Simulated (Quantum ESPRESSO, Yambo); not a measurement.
# CuI (Marshite): G0W0 with Yambo, start to end, part 3 of 3

Aim: the G0W0 gap of CuI (Marshite) on PBE, step by step.

Quantum ESPRESSO 7.5 and Yambo 5.3.0; PBE and many-body steps on it, plane waves. Known limits of the many-body steps: not at the basis limit; d shell near the gap, gap tends to lie low; no spin-orbit coupling.

So far. Step 3 (Bands along the symmetry lines): The gap is 1.096 eV, as in the run before at this level. Step 4 (Empty states on the mesh, 4×4×4 mesh, 104 bands): On this mesh the gap is 1.096 eV.

The database entry behind the starting cell differs from later determinations by our own check (about 0.15 % long (mineral sample)), so it need not match the best structure at ambient conditions.

In doubt: a PseudoDojo file used here is known to give poor structures and forces, which bears on pressures, cells, forces and phonons.

## Step 6: Screening and self-energy, 4×4×4 mesh, 104 bands, screening to 129.3 eV

Now the one-shot GW correction: screening in the RPA, then the self-energy of the levels asked for.

This step: G0W0 on PBE, plane waves, norm-conserving pseudopotentials.

gw1.in

```
HF_and_locXC
gw0
dyson
ppa
em1d
rim_cut
RandQpts= 1000000
RandGvec= 1 RL
EXXRLvcs= 84 Ry
VXCRLvcs= 336 Ry
Chimod= "HARTREE"
% BndsRnXp
 1 | 104 |
%
NGsBlkXp= 9.5 Ry
% LongDrXp
 1 | 1 | 1 |
%
% GbndRnge
 1 | 104 |
%
DysSolver= "n"
ExtendOut
PPAPntXp= 27.21138 eV
% QPkrange
 1 | 1 | 21 | 24 |
%
```

Started as:

```bash
$ OMP_NUM_THREADS=1 mpirun -n 8 yambo -F gw1.in -J gw1 -C gw1 > gw1.log
```

The program printed:

```text
 Yambo, version 5.3.0

 [02] CORE Variables Setup
 =========================

  [... cell, symmetries and grids as in the set-up ...]

  [02.05] Energies & Occupations
  ==============================

  [X] === General ===
  [X] Electronic Temperature                        :  0.000000  0.000000 [eV K]
  [X] Bosonic    Temperature                        :  0.000000  0.000000 [eV K]
  [X] Finite Temperature mode                       : no
  [X] El. density                                   :  0.78968E+24 [cm-3]
  [X] Fermi Level                                   :  9.159120 [eV]

  [X] === Gaps and Widths ===
  [X] Conduction Band Min                           :  1.096435 [eV]
  [X] Valence Band Max                              :  0.000000 [eV]
  [X] Filled Bands                                  :  22
  [X] Empty Bands                                   :   23  104
  [X] Direct Gap                                    :  1.096435 [eV]
  [X] Direct Gap localized at k                     :  1
  [X] Indirect Gap                                  :  1.096435 [eV]
  [X] Indirect Gap between kpts                     :  1  1
  [X] Last valence band width                       :  1.487451 [eV]
  [X] 1st conduction band width                     :  3.372477 [eV]

 [03] Transferred momenta grid and indexing
 ==========================================

 IBZ Q-points                                      :   8
 BZ  Q-points                                      :   64

 K/Q-points units:
 rlu = crystal or reduced units; cc = cartesian coordinates; iku = interal k-units

 Q [1]          [rlu]:  0.000000  0.000000  0.000000
 Q [2]          [rlu]:  0.42768E-17  0.42768E-17  0.25000
 Q [3]          [rlu]: -0.85536E-17 -0.85536E-17 -0.50000
 Q [4]          [rlu]: -0.36222E-17  0.25000      0.25000
 Q [5]          [rlu]:  0.32032E-16  0.25000      0.50000
 Q [6]          [rlu]: -0.85536E-17  0.25000     -0.25000
 Q [7]          [rlu]:  0.72444E-17 -0.50000     -0.50000
 Q [8]          [rlu]:  0.250000 -0.500000 -0.250000

 [04] Coloumb potential Random Integration (RIM)
 ===============================================

  [04.01] RIM initialization
  ==========================

  * Diagonal components only detected *

  8 x (sBL volume)        :  0.082461 [a.u.]
  sBZ random points       :  1000000
  Points outside the sBZ  :   7996195
  RL volume               :  0.659691 [a.u.]
  Integrated volume       :  0.660005 [a.u.]

  [04.02] RIM integrals
  =====================

  Gamma point sphere radius             :  0.078953 [a.u.]
  Points outside the sphere             :   799659
  [Int_sBZ(q=0) 1/q^2]*(Vol_sBZ)^(-1/3) =:  7.764404
                                 should be <:  7.795600

  Summary of Coulomb integrals for non-metallic bands |Q|[au] RIM/Bare

  Q [1] 0.100000E-4 0.995998 * Q [2] 0.237462 1.065485
  Q [4] 0.274197 1.063764 * Q [6] 0.387774 1.026090
  Q [5] 0.454705 1.019492 * Q [3] 0.474924 1.016875
  Q [7] 0.548395 1.013693 * Q [8] 0.613124 1.010607

 [05] Dipoles
 ============

  [05.01] Setup: observables and procedures
  =========================================

 [06] Dynamic Dielectric Matrix (PPA)
 ====================================

 [SLK-Inversion]  Pools        :  2
 [SLK-Inversion]  BLACS grid   :  2  2

 [WR./gw1//ndb.pp]---------------------------------------------------------------
  Brillouin Zone Q/K grids (IBZ/BZ)                :    8   64    8   64
  RL vectors                                       :   5961 [WF]
  Coulomb cutoff potential                         : none
  Electronic Temperature                           :  0.000000 [K]
  Bosonic    Temperature                           :  0.000000 [K]
  PPA    diel. fun.  energies                      : Perdew, Burke & Ernzerhof(X)+Perdew, Burke & Ernzerhof(C)
  wavefunctions                                    : Perdew, Burke & Ernzerhof(X)+Perdew, Burke & Ernzerhof(C)
  Global Gauge                                     : length
  X matrix size                                    :  229
  X band range                                     :    1  104
  X e/h energy range                               : -1.000000 -1.000000 [eV]
  X Time ordering                                  : R
  X Hxc Kernel                                     : HARTREE
  X Drude frequency                                :  0.000000  0.000000
  X poles                                          :  100.0000 [o/o]
  RL vectors in the sum                            :   5961
  [r,Vnl] included                                 : yes
  Field direction                                  :  0.577350E-5  0.577350E-5  0.577350E-5
  BZ energy Double Grid                            : no
  BZ energy DbGd points                            : 0
  BZ Q point size factor                           : -1.000000
  X Optical Averaged directions                    : none

 [07] Local Exchange-Correlation + Non-Local Fock
 ================================================

 [VXC] Plane waves :   39189
 [EXS] Plane waves :   4957

 QP @ state[ 1 ] K range:  1  1
 QP @ state[ 1 ] b range:  21  24

 [xc] Functional : Perdew, Burke & Ernzerhof(X)+Perdew, Burke & Ernzerhof(C)
 [xc] LIBXC used to calculate xc functional
  PP Number of Atomic Species                      :  2
  NLCC RL compoments                               :   39189
  PP Number of Atomic Species                      :  2
  NLCC RL compoments                               :   39189

 [xc] E_xc :  -39.55869 [Ha]
      E_xc :  -79.11738 [Ry]

  Local XC kind (lXC) : Perdew, Burke & Ernzerhof(X)+Perdew, Burke & Ernzerhof(C)
  Non-Local XC kind (nlXC) : Hartree-Fock

  Corrections @ K [1] :  [eV]
 <21|nlXC|21> = -31.02400 -0.10669E-16 <21|lXC|21> = -25.75254  0.11298E-18
 <22|nlXC|22> = -31.02400 -0.36836E-17 <22|lXC|22> = -25.75255 -0.18882E-15
 <23|nlXC|23> = -7.227952  0.21777E-18 <23|lXC|23> = -11.40864 -0.37746E-15
 <24|nlXC|24> = -6.100462  0.34478E-17 <24|lXC|24> = -10.54627  0.47196E-16

 [08] Dyson equation: Newton solver
 ==================================

  [08.01] G0W0 (W PPA)
  ====================

  [  GW  ] Bands range     :    1  104
  [GW/PPA] G damping       :  0.100000 [eV]

  QP @ state[ 1 ] K range:  1  1
  QP @ state[ 1 ] b range:  21  24

   Sc/G bands                                       :    1  104
   Sc/G damping                                     :  0.100000 ev
   Sc bands terminator                              : no
   Sx RL components                                 :   4957

   QP @ state[ 1 ] K range                          :  1  1
   QP @ state[ 1 ] b range                          :  21  24
   GF energies kind                                 : Perdew, Burke & Ernzerhof(X)+Perdew, Burke & Ernzerhof(C)
   GF WF`s kind                                     : Perdew, Burke & Ernzerhof(X)+Perdew, Burke & Ernzerhof(C)
   Xs energies kind                                 : Perdew, Burke & Ernzerhof(X)+Perdew, Burke & Ernzerhof(C)
   Xs WF`s kind                                     : Perdew, Burke & Ernzerhof(X)+Perdew, Burke & Ernzerhof(C)

 [11] Game Over & Game summary
```

The job ended after 49 s (8 MPI ranks of Arm Neoverse V2, shared host; peak memory 3.9 GiB; 6.4 min of CPU time).

This step gave:

```yaml
g0w0_gap_on_the_points_computed: 1.646 eV
starting_gap_on_the_mesh: 1.096 eV
k_of_the_valence_top: 0, 0, 0
k_of_the_conduction_bottom: 0, 0, 0
least_direct_g0w0_gap_on_the_computed_points: 1.646 eV
z_at_the_valence_top: 0.7599
z_at_the_conduction_bottom: 0.8169
```

The gap on the mesh goes from 1.10 eV to 1.65 eV, a correction of +0.55 eV.

Limits: finite bands, cutoff and mesh; d shell near the gap, gap tends to lie low; no spin-orbit coupling. v1 is the top filled band, c1 the lowest empty one. The levels before and after the correction (eV, zero at the valence-band top of each column):

```
           conduction bottom  valence top
Kohn-Sham               1.10         0.00
     G0W0               1.65         0.00
```

```
             level  energy (eV)
Kohn-Sham  Γ v2-v1        0.000
Kohn-Sham     Γ c1        1.096
Kohn-Sham     Γ c2        4.868
     G0W0  Γ v2-v1        0.000
     G0W0     Γ c1        1.646
     G0W0     Γ c2        5.465
```

## Step 7: Where the time went

Times are wall times on the hardware named with each run, good to a factor of about two.

```
                          step   time  share  memory (GiB)
                  ground state  6.4 s    9 %          0.63
bands along the symmetry lines    5 s    7 %          0.55
      empty states on the mesh  6.4 s    9 %          0.56
         conversion and set-up  2.7 s    4 %          0.25
     screening and self-energy   49 s   71 %           3.9
```

## Step 8: Results

```json
{"PBE gap": "1.10 eV, direct", "G0W0 gap on the mesh": "1.65 eV", "GW settings": "4×4×4 mesh, 104 bands, screening to 129.3 eV, Godby-Needs plasmon pole", "known limits": "not at the basis limit; d shell near the gap, gap tends to lie low; no spin-orbit coupling"}
```

**Reading.** G0W0 moves the gap on the mesh from 1.10 eV to 1.65 eV (+0.55 eV), with Z of 0.76 and 0.82 at the edges. Only 1 of the mesh's irreducible points was corrected, so a valley elsewhere could overtake. The dearest step here is «screening and self-energy». Bands and cutoff are finite, so the gap is not at the basis limit. The miss can reach some tenths of an eV and take either sign; the mesh is an error of its own. In the G0W0 run levels were corrected at 1 k point alone, so a gap called «on the mesh» is the least over those, and an edge elsewhere would be missed. A d shell, filled or nearly so, lies near the gap. One-shot GW converges very slowly in bands there, not always from below, and on a semilocal start the gap tends to come out low; starts rich in exact exchange can overshoot instead. The many-body steps are scalar-relativistic: spin-orbit coupling is not in them.

[Paths, hosts, dates, memory and timing lines, banners, echoed tables and standing remarks are left out of the program output.]

[Logs are printed without paths, hosts, clocks, repeated set-up lines and the standing remarks that a program may print on its own settings, such as how far it seeks lower states.]

[Runs of the session that timed out or met a known fault of the program may be left out.]

[Hosts, paths, dates, database ids (printed as entryN), source tags and the programs' standing remarks are cut or masked in the printed files.]
